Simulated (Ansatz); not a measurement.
**BP: band gap under strain**

Aim: follow the gap of BP (zincblende) through these states: -2.0 % biaxial strain in x and y, free along z; -1.0 % biaxial strain in x and y, free along z; +1.0 % biaxial strain in x and y, free along z. The table at the end shows which levels were run.

Code: Ansatz 0.2.0. PAW datasets, plane waves. Computed at 0 K without zero-point motion; spin polarisation is off.

### 1 The system as given

The unstrained cell was relaxed with r2SCAN; in each strained cell the atoms were relaxed again with r2SCAN. Names of k-points are those of the unstrained zone, where strain can split equivalent points. First state: -2.0 % biaxial strain in x and y, free along z.

It is tetragonal, I-4m2 (No. 119); a = 3.144 Å, c = 4.574 Å in the conventional setting, 11.30 Å³ an atom. Around B lie 4 P at 1.94 Å; around P lie 4 B at 1.94 Å.

Structure file:

```
CELL_PARAMETERS angstrom
0.00000 2.22295 2.28684
2.22295 0.00000 2.28684
2.22295 2.22295 0.00000
ATOMIC_POSITIONS crystal
B 0.00000 0.00000 0.00000
P 0.25000 0.25000 0.25000
```

From earlier runs on the unstrained cell: PBE 1.24 eV, r2SCAN 1.45 eV, HSE06 1.96 eV, G0W0 1.99 eV (on its mesh); a = 4.537 Å.

### 2 -2.0 % biaxial strain in x and y, free along z: PBE

File input.yaml:

```yaml
crystal:
  lattice:
    - [0.0, 2.2229493555, 2.2868380549]
    - [2.2229493555, 0.0, 2.2868380549]
    - [2.2229493555, 2.2229493555, 0.0]
  atoms:
    - { symbol: B, position: [0.0, 0.0, 0.0] }
    - { symbol: P, position: [0.25, 0.25, 0.25] }
kpoints:
  mp_grid: { grid: [10, 10, 10] }
  band_path:
    path:
      - [0.0, 0.0, 0.0]
      - [-0.5, -0.5, 0.0]
      - [-0.375, -0.375, 0.25]
      - [-0.375, 0.0, 0.375]
      - [0.0, 0.0, 0.5]
      - [-0.5, -0.25, 0.25]
      - [0.0, 0.416667, 0.416667]
    npoints: 1
hamiltonian:
  xc: pbe
scf:
  occupations: { method: fermi_dirac, width: 0.02 }
  n_extra_bands: 4
output:
  forces: true
  stress: true
  eigenvalues: true
```

Launch:

```bash
> ansatz run input.yaml --threads 2 --pin off --max-ram 29491MiB --backend cpu --events-out ev --progress --plain --runs-dir out
```

Further steps of the session: -2.0 % biaxial strain in x and y, free along z: r2SCAN; -2.0 % biaxial strain in x and y, free along z: HSE06; -2.0 % biaxial strain in x and y, free along z: r2SCAN; -2.0 % biaxial strain in x and y, free along z: G0W0@PBE; -1.0 % biaxial strain in x and y, free along z: PBE; -1.0 % biaxial strain in x and y, free along z: r2SCAN; -1.0 % biaxial strain in x and y, free along z: HSE06; -1.0 % biaxial strain in x and y, free along z: r2SCAN; -1.0 % biaxial strain in x and y, free along z: G0W0@PBE; +1.0 % biaxial strain in x and y, free along z: PBE; +1.0 % biaxial strain in x and y, free along z: r2SCAN; +1.0 % biaxial strain in x and y, free along z: HSE06; +1.0 % biaxial strain in x and y, free along z: r2SCAN; +1.0 % biaxial strain in x and y, free along z: G0W0@PBE.

Q: Predict the outcome of this session.

As calculated:

Least gap in eV (negative: overlap), with the change from the unstrained cell in brackets. G0W0 is on its own coarse mesh.

| state | volume change (%) | PBE | r2SCAN | HSE06 | G0W0 |
| --- | --- | --- | --- | --- | --- |
| -2.0 % biaxial strain in x and y, free along z | -3.2 | 0.97 (-0.27) | 1.18 (-0.27) | 1.69 (-0.27) | 1.71 (-0.28) |
| -1.0 % biaxial strain in x and y, free along z | -1.6 | 1.11 (-0.13) | 1.31 (-0.14) | 1.83 (-0.13) | 1.85 (-0.14) |
| +1.0 % biaxial strain in x and y, free along z | +1.6 | 1.05 (-0.19) | 1.24 (-0.21) | 1.77 (-0.19) | 1.82 (-0.17) |

What this shows: The largest move of the HSE06 gap in the table is -0.272 eV, under -2.0 % biaxial strain in x and y, free along z. PBE and HSE06 differ by 0.73 eV on the unstrained gap, and by at most 0.01 eV on its change: PBE follows the response to strain far better than the gap itself. No extrapolation in bands, cutoff or mesh was made for G0W0.
